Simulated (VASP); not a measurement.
Write the native input for VASP 6.6.1 that does the following.

```
Task                   : relaxation of cell and atoms
Functional             : RPBE
Dispersion             : D4
Potentials or basis    : VASP PAW PBE potentials, release 64 (Eu, S)
Cutoff                 : 600 eV
k mesh                 : 8 × 8 × 8
Occupations            : fermi-dirac, width 0.05 eV
Spin                   : collinear spin, ferromagnetic start
Starting moments       : [7.0, 0.0] μB
Further INCAR settings : ALGO = Fast; EDIFF = 1e-06; IBRION = 2; EDIFFG = -0.02; NSW = 40; ISIF = 3
```

The structure of EuS lies in POSCAR:

```
EuS
1.0
    0.0000000000      2.9785000000      2.9785000000
    2.9785000000      0.0000000000      2.9785000000
    2.9785000000      2.9785000000      0.0000000000
Eu S
1 1
Direct
    0.0000000000      0.0000000000      0.0000000000
    0.5000000000      0.5000000000      0.5000000000
```

These files were run (other wordings do the same):

INCAR

```
SYSTEM = EuS
PREC = Accurate
ENCUT = 600
EDIFF = 1E-6
ISMEAR = -1
SIGMA = 0.05
LREAL = .False.
LASPH = .True.
NELM = 120
ALGO = Fast
ISIF = 3
LWAVE = .False.
LCHARG = .False.
ISPIN = 2
MAGMOM = 7 0
LORBIT = 11
LMAXMIX = 6
GGA = RP
IVDW = 13
IBRION = 2
NSW = 40
EDIFFG = -0.02
```

KPOINTS

```
regular mesh
0
Gamma
  8 8 8
  0 0 0
```

Potentials or basis: VASP PAW PBE potentials, release 64 (Eu, S).

Run with:

```console
$ cat potpaw_PBE.64/Eu/POTCAR potpaw_PBE.64/S/POTCAR > POTCAR
$ mpirun -np 1 vasp_std > vasp.out
```

Results of the run:

```yaml
Relaxed_volume: 24.32 Å³/atom
Relaxed_cell: a = 4.097 Å, b = 4.097 Å, c = 4.097 Å, α = 60.00°, β = 60.00°, γ = 60.00°
Space_group_after_relaxing_to_0.05_Å: Fm-3m (No. 225)
Energy_gained_by_relaxing: 25.9 meV/atom
Ionic_steps: 14
Pressure_after_relaxing: 0.0 GPa
Band_gap_on_the_k_mesh: none (metal or under the smearing width)
Net_moment: 6.97 μB per cell
Site_moments: Eu +6.56; S -0.09 μB
Valence_electrons_inside_the_program's_atomic_spheres: Eu 14.80; S 3.79
Dispersion_energy_per_atom: -0.547 eV
```

Caveat: the PAW data sets were made with another functional, which shifts forces and pressure a little; spin-orbit coupling is left out, which moves the levels of the heavy elements; a cell with one magnetic atom can't hold antiferromagnetic order, which such compounds often take; without U or exact exchange the open f shell lies at the Fermi level, which spoils levels, moments and volumes; pairwise dispersion overbinds metals, which lowers pressure and volume.

Run time: 66 min on 1 thread of Intel(R) Xeon(R) Platinum 8488C (Sapphire Rapids), on a shared host, peak memory 0.4 GiB.
